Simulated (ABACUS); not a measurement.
BaTiO3 (Barioperovskite):

```xyz
5
Lattice="3.9855 0.0000 0.0000 0.0000 2.8369 2.8451 0.0000 -2.8369 2.8451" Properties=species:S:1:pos:R:3 pbc="T T T"
Ba    0.0000    0.0000    0.0000
Ti    1.9928    0.0000    2.9157
O     1.9928    1.3804    4.2594
O     1.9928   -1.3804    4.2594
O     0.0000    0.0000    2.7735
```

Base run:

```yaml
Program: ABACUS 3.10.1
Functional: LDA
Potentials_or_basis: PseudoDojo NC SR 0.4.1 LDA stringent
Cutoff: 1252 eV
Density_cutoff: 5007 eV
Basis: plane waves
k_mesh: 6 × 6 × 6
Occupations: fermi-dirac, width 0.05 eV
Spin: no spin polarisation
```

Its results: band gap on the k mesh 1.82 eV, indirect (least direct gap 2.01 eV); pressure -8.1 GPa; largest force 0.317 eV/Å.

The run is repeated on the same cell with these changes: functional from LDA to PBEsol; potentials or basis from PseudoDojo NC SR 0.4.1 LDA stringent to PseudoDojo NC SR 0.4 PBEsol stringent. What comes out?

Band gap on the k mesh 1.86 eV, indirect (least direct gap 2.05 eV); pressure -3.6 GPa; largest force 0.293 eV/Å.

Caveats: spin-orbit coupling is left out, which moves the levels of the heavy elements.

A k mesh can miss the band edges.

Not every run made on this cell is shown here.
